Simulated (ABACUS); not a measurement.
# MgB2: equation of state with PBE

The system is MgB2.

```xyz
3
Lattice="3.0850 0.0000 0.0000 -1.5425 2.6717 0.0000 0.0000 0.0000 3.5230" Properties=species:S:1:pos:R:3 pbc="T T T"
Mg    0.0000    0.0000    0.0000
B     1.5425    0.8906    1.7615
B     0.0000    1.7811    1.7615
```

* Program: ABACUS 3.10.1
* Task: equation of state
* Functional: PBE
* Potentials or basis: PseudoDojo NC SR 0.4.1 PBE standard
* Cutoff: 1361 eV
* Density cutoff: 5442 eV
* Basis: DZP LCAO (the cutoffs set its grid)
* k mesh: 10 × 10 × 8
* Occupations: fermi-dirac, width 0.05 eV
* Spin: no spin polarisation
* Orbital files: Mg Mg_confined-atom_8au_3s2p1d.orb, B B_confined-atom_7au_2s2p1d.orb
* Radial cutoff of the potentials (pseudo_rcut): 10 bohr
* SCF threshold on the density: 1e-07
* Max SCF steps: 100
* Eigensolver: genelpa
* Mixing: broyden
* Mixing share: 0.7
* Symmetry key: 1
* Bands: 12

```json
{
  "Equilibrium volume": "9.67 Å³/atom",
  "Bulk modulus at fixed shape and positions": "147 GPa",
  "Pressure derivative of the bulk modulus": "3.5"
}
```

Energy against volume, from the lowest point:
| volume (Å³/atom) | energy (meV/atom) |
| --- | --- |
| 9.098 | 17.33 |
| 9.292 | 7.40 |
| 9.485 | 1.76 |
| 9.679 | 0.00 |
| 9.873 | 1.84 |
| 10.066 | 6.84 |
| 10.260 | 14.90 |

All runs of the series together: 47 s on 4 threads of AMD EPYC 7B13 (Zen 3), with other jobs on the host.

Caveat: the atomic orbitals were generated for these runs and aren't a published set; the cell was scaled at fixed shape and fractional positions, which overstates the stiffness of a crystal with free parameters, most of all of layers and chains; the basis of atomic orbitals isn't converged, which shifts pressures, moduli and gaps.
